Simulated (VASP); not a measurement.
ZrN: electrostatic potential with PBE

Crystal: ZrN.

```
CELL_PARAMETERS angstrom
0.00000 2.29760 2.29760
2.29760 0.00000 2.29760
2.29760 2.29760 0.00000
ATOMIC_POSITIONS crystal
Zr 0.00000 0.00000 0.00000
N 0.50000 0.50000 0.50000
```

The cell was built by a generator and needn't be a form met in nature.

```json
{
  "Program": "VASP 6.6.1",
  "Task": "electrostatic potential",
  "Functional": "PBE",
  "Potentials or basis": "VASP PAW PBE potentials, release 64 (Zr_sv, N)",
  "Cutoff": "520 eV",
  "k mesh": "16 × 16 × 16",
  "Occupations": "methfessel-paxton, width 0.1 eV",
  "Spin": "no spin polarisation",
  "Further INCAR settings": "ALGO = Fast; EDIFF = 1e-06"
}
```

```
Pressure               : 0.2 GPa
Band gap on the k mesh : none (metal or under the smearing width)
```

Levels at points of the mesh, in eV from the Fermi level:
```csv
k point,band 7,band 8,band 9,band 10,band 11,band 12
"(0.00, 0.00, 0.00)",-2.64,-2.64,-0.39,-0.39,-0.39,2.65
"(0.50, 0.00, 0.00)",-5.65,-5.65,2.99,3.06,3.06,4.72
"(0.50, 0.50, 0.00)",-3.45,-3.15,-3.15,3.34,4.49,4.89
```

It took 20 s on 1 thread of Intel(R) Xeon(R) 6975P-C (Granite Rapids), on a shared host, peak memory 0.17 GiB.
